A pair distribution is a census of distances. Take each atom in turn, draw a thin spherical shell around it, and count the atoms inside. The total pair distribution compares this count with that of a structureless arrangement of the same density: a value of 1 means no preference for that distance, 0 means that it never occurs. All kinds of pairs, Sn–O, O–O and Sn–Sn, go into the same curve, each weighted by how common its elements are.

Calculated values. SnO, 16 atoms in the cell at 1.05 times the reference volume, in molecular dynamics with Ansatz 0.2.0 (PBEsol, scalar-relativistic, plane-wave PAW, cutoff 420 eV, 2×2×2 k mesh shifted by half a step, Fermi-Dirac smearing of 0.1293 eV). The Langevin thermostat is set to 1500 K with a friction of 0.02 1/fs; averages are over the second half of 36 steps of 2 fs.

| radius (Å) | total pair distribution weighted by concentration |
| --- | --- |
| 1.05 | 0.000 |
| 1.15 | 0.000 |
| 1.25 | 0.000 |
| 1.35 | 0.000 |
| 1.45 | 0.000 |
| 1.55 | 0.000 |
| 1.65 | 0.000 |
| 1.75 | 0.000 |
| 1.85 | 0.000 |
| 1.95 | 0.520 |
| 2.05 | 2.580 |
| 2.15 | 2.940 |
| 2.25 | 2.790 |
| 2.35 | 1.300 |
| 2.45 | 0.350 |
| 2.55 | 0.270 |
| 2.65 | 0.220 |
| 2.75 | 0.200 |
| 2.85 | 0.330 |
| 2.95 | 0.720 |

### 1.05 to 1.85 Å: why is there nothing?

Atoms that approach this closely push their filled electron shells into each other, and the energy rises steeply. The shortest bonds that tin and oxygen could form here join two oxygen atoms, as in O₂ or a peroxide, with lengths of very roughly 1.2 to 1.5 Å. The empty rows show that no such bond formed in the frames averaged here. In SnO there is little drive for it, because each oxygen has already taken two electrons from tin and has a closed shell.

As a record of these frames, the zeros can be trusted. A single pair in a single frame would have raised the value at 1.85 Å to about 0.03, and the printed digits would show it. At shorter radii the shell is smaller, so one pair would stand out even more. A longer and hotter run is another matter: a rare close approach of tin and oxygen could put a few pairs into the row at 1.85 Å.

### 1.95 to 2.45 Å: which bond makes the peak?

The curve doesn't name the elements, but chemistry does. Sn²⁺ and O²⁻ attract each other until their shells touch, and this happens at a little over 2 Å. Two oxide ions or two tin ions repel each other and keep farther apart. The peak is therefore the Sn–O bond, with a mean distance of 2.19 Å. That is not quite an equilibrium bond length, since the atoms are hot and the cell is held at a volume 5 % above that of an unrelaxed reference crystal. The PAW datasets were also made for another functional, PBE, which may shift the distance slightly.

The height needs a word too. In a 1:1 compound only half of all pairs are unlike, so a strong preference of tin for oxygen is diluted in the total curve. If the peak is purely Sn–O, the curve for these pairs alone would be twice as high, 5.9 instead of 2.94. Heights from total and partial curves should not be compared directly.

### The same stretch: how many bonds does each tin atom have?

The height says how favoured a distance is, not how many atoms sit there. For a number, the value must be multiplied by the atoms that a structureless arrangement would place in the shell, which is the shell volume divided by the volume per atom. At 2.15 Å, with shells 0.1 Å thick and 21.1 Å³ per atom, this gives

4π × (2.15 Å)² × 0.1 Å ÷ 21.1 Å³ × 2.94 ≈ 0.81 neighbours.

Adding the six rows of the peak in this way gives 2.97 neighbours per atom. Nothing was fitted, and the output below lists every row. Since tin and oxygen are equally numerous and each bond has one end on either, tin has on average three oxygen neighbours, and oxygen three tin neighbours. Extending the count to 2.75 Å raises it to 3.25, so "about three" is as sharp as the answer gets.

Three is a small number for an ion as large as Sn²⁺, and the usual explanation is its lone pair. Tin(II) keeps two 5s electrons. Mixing with oxygen 2p and tin 5p states pushes their charge to one side of the atom, and the bonds gather on the other. The curve holds distances and no angles, so it agrees with this picture without proving it. The number three is probably inherited from the crystal from which the run started, since so short a run leaves little time to change neighbours; the ordinary form of SnO, which shares the structure of litharge (PbO), has four oxygen neighbours around each tin.

### 2.15 or 2.25 Å: which distance is the most common?

The two ways of counting disagree. The curve is highest at 2.15 Å, but more pairs lie in the bin at 2.25 Å. There is no contradiction: the shell grows as the square of the radius, so a slightly lower value farther out can stand for more atoms.

The disagreement is also too slight to matter. The two bins differ by 0.25 pairs per frame, out of about 24 in the whole peak. If the average runs over 19 frames, as the length of the run suggests, the value 2.94 stands for 123 counted pairs, and one pair more would change it by 2.94 ÷ 123, or about 0.02. Moreover, the frames are only 2 fs apart, so a bond that is in a bin now will often still be there in the next frame. The second decimal thus carries no physics, even the first is uncertain, and the peak is best read as a broad top between 2.1 and 2.3 Å.

### 2.55 to 2.95 Å: where does the bonded shell end?

Beyond the peak the curve falls to a valley some fifteen times lower than the top. Such a valley is the mark of a well-defined shell: an atom is either bonded or clearly farther away, and few pairs are caught in between. Each of the three rows from 2.55 to 2.75 Å holds less than one pair per frame. The valley itself is therefore sure, while the position of its lowest point is not.

At 2.85 and 2.95 Å the curve rises again as the next neighbours come into range. They may be oxygen atoms that share a tin neighbour, tin and oxygen atoms that are not bonded to each other or, less likely, pairs of tin atoms. The total curve can't tell these apart.

### The whole curve: does it show that SnO stays solid at 1500 K?

A clean first shell and a deep valley fit a crystal, but a glass or a strongly bonded liquid can show them too. These frames do contain a crystal, because the run started from one and the atoms stayed near their sites. Whether it would survive is another matter, because melting takes time. The fair comparison is with an atom that feels no bonds at all. At 1500 K a tin atom moves at a typical speed √(3kT/m) of about 0.0056 Å/fs, where k is Boltzmann's constant, T the temperature and m the mass. In the 72 fs of the run it would cover some 0.40 Å, and the friction of the thermostat shortens this to 0.33 Å.

The tin atoms in the run ended 0.28 Å from their starting points, almost as far as if they had been free. They are so heavy that they would have stayed near their sites even without bonds. Oxygen is lighter and faster: a free oxygen atom would have gone 0.89 Å, but the real ones ended only 0.29 Å away. The bonds thus visibly hold the oxygen atoms back, yet a run this short is no test of melting.

Nor was the crystal at the set temperature. Over the averaged half its mean temperature was 242 K lower. The potential energy rose early in the run, as it does when atoms leave their rest positions, and this draws on the energy of motion; the thermostat had little time to replace it. The width of the peak is thus not the thermal width at 1500 K. It also contains any differences between the bond lengths of the crystal itself.

### What would change with a longer run, or with lead in place of tin?

Position, area and width of the peak answer to different causes. The position follows the size of the ions, the area follows the number of bonds, and the width follows the spread of bond lengths and the vibration. A longer run that really reached 1500 K should make the peak lower and broader. Its area would stay near three neighbours for as long as the bonds hold, and a filling valley could be a sign that they are being exchanged, though a broader peak also fills it a little.

Lead has the same outer electrons as tin but forms a larger ion. In the same crystal structure the Pb–O peak would lie farther out, with its area again set by the number of bonds.

The Sn–O shell matters in electronics because SnO serves as a p-type channel material in thin-film transistors. Its holes move through states made of tin 5s and oxygen 2p, which depend on how oxygen surrounds the tin. Such channels normally use the ordinary form with the litharge structure, so the three-neighbour shell seen here should not be taken as a model of them.

The analysis program printed:

```
Pairs in each distance bin:
   row  neighbours per atom  pairs per frame  pairs in all 19 frames
  1.05                    0                0                       0
  1.15                    0                0                       0
  1.25                    0                0                       0
  1.35                    0                0                       0
  1.45                    0                0                       0
  1.55                    0                0                       0
  1.65                    0                0                       0
  1.75                    0                0                       0
  1.85                    0                0                       0
  1.95               0.1178           0.9422                    17.9
  2.05               0.6458            5.166                   98.16
  2.15               0.8095            6.476                     123
  2.25               0.8413             6.73                   127.9
  2.35               0.4276            3.421                      65
  2.45               0.1251            1.001                   19.02
  2.55               0.1046           0.8366                    15.9
  2.65              0.09202           0.7362                   13.99
  2.75              0.09009           0.7207                   13.69
  2.85               0.1597            1.277                   24.27
  2.95               0.3732            2.986                   56.73
Radius of the highest value of the curve (A): 2.15
Pairs per frame at 2.25 A less those at 2.15 A: 0.2546
Highest value over the lowest value in the region 2.55 to 2.75 A (ratio): 14.7
Neighbours per atom in the peak, 1.95 to 2.45 A: 2.967
Pairs per frame in the peak: 23.74
Neighbours per atom when 2.55 to 2.75 A is included: 3.254
Mean distance in the peak weighted by pairs (A): 2.19
Curve value that one pair in one frame would give at 1.85 A: 0.03227
Highest value of the Sn-O partial curve if the peak is all Sn-O: 5.88
Set temperature less mean temperature of the second half (K): 242.3
Root mean square path of an unbound Sn atom in 72 fs (A): 0.3266
Root mean square displacement of Sn in the run (A): 0.2769
Root mean square path of an unbound O atom in 72 fs (A): 0.8896
Root mean square displacement of O in the run (A): 0.2865
```
